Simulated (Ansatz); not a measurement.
ZnSe, DFT, LDA, all-electron PAW with datasets made for the crystal, scalar-relativistic (Ansatz 0.2.0), run on 1 thread of Arm Neoverse V1 on a shared host.

The cell comes from COD entry 9008857, which wasn't checked; take it as a given geometry. The listed cell was then made from it by scaling, straining or moving an atom.

Command: `ansatz run input.yaml --threads 1 --pin off --max-ram 3072MiB --backend cpu --events-out ev --progress --plain --runs-dir out`

```yaml
crystal:
  lattice:
    - [0.0, 2.748786, 2.8338]
    - [2.748786, 0.0, 2.8338]
    - [2.748786, 2.748786, 0.0]
  atoms:
    - { symbol: Zn, position: [0.0, 0.0, 0.0] }
    - { symbol: Se, position: [0.75, 0.75, 0.75] }
kpoints:
  mp_grid: { grid: [8, 8, 8] }
scf:
  occupations: { method: fermi_dirac, width: 0.03 }
hamiltonian:
  xc: lda
  pseudopotentials: { kind: all_electron, datasets: crystal }
output:
  forces: true
  stress: true
  eigenvalues: true
  efg: { contact_densities: true }
```

(1) How large is the problem that the program sets up?

(2) About how long does it take, and how much memory does it use?

(3) And the same cell and mesh by PAW with the default files, asked for forces, stress, eigenvalues, efg, on the same hardware?

Answers

(1) 59 irreducible k-points, 331 plane waves at Γ, 13 bands.

(2) 13 s of wall time for 9 SCF iterations, with a peak of 0.57 GiB. Times on shared machines scatter by tens of per cent.

(3) 6 s, peak memory 0.38 GiB.
